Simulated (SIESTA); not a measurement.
Crystal: PbS.

```xyz
4
Lattice="2.0800 -5.9913 0.0000 2.0800 5.9913 0.0000 0.0000 0.0000 4.2793" Properties=species:S:1:pos:R:3 pbc="T T T"
Pb    2.0800    4.4268    1.0698
Pb    2.0800   -4.4268    3.2095
S     2.0800    1.7399    1.0698
S     2.0800   -1.7399    3.2095
```

Measurements of this composition are mostly on another form, of space group No. 225.

Program: SIESTA 5.4.2. Alike in all runs: task band structure; no spin polarisation; cell as given; k mesh 7 × 7 × 6; smearing fermi-dirac 0.05 eV; grid cutoff 500 Ry; energy shift 0.003 Ry.

Q: Order these runs on this cell by their pressure, lowest first.
A. level BLYP; potentials or basis PseudoDojo 0.4 standard (PBE files), DZP (energy shift 0.003 Ry; two zetas on semicore shells)
B. level AM05; potentials or basis PseudoDojo 0.4 standard (PBEsol files), DZP (energy shift 0.003 Ry; two zetas on semicore shells)
C. level LDA; potentials or basis PseudoDojo 0.4 standard (LDA files), DZP (energy shift 0.003 Ry; two zetas on semicore shells)

A: C (-2.5 GPa), B (-0.4 GPa), A (5.8 GPa).

Caveats: the basis of atomic orbitals isn't converged, which shifts pressures, moduli and gaps; the potentials were made for another functional, which shifts forces and pressure (some runs).
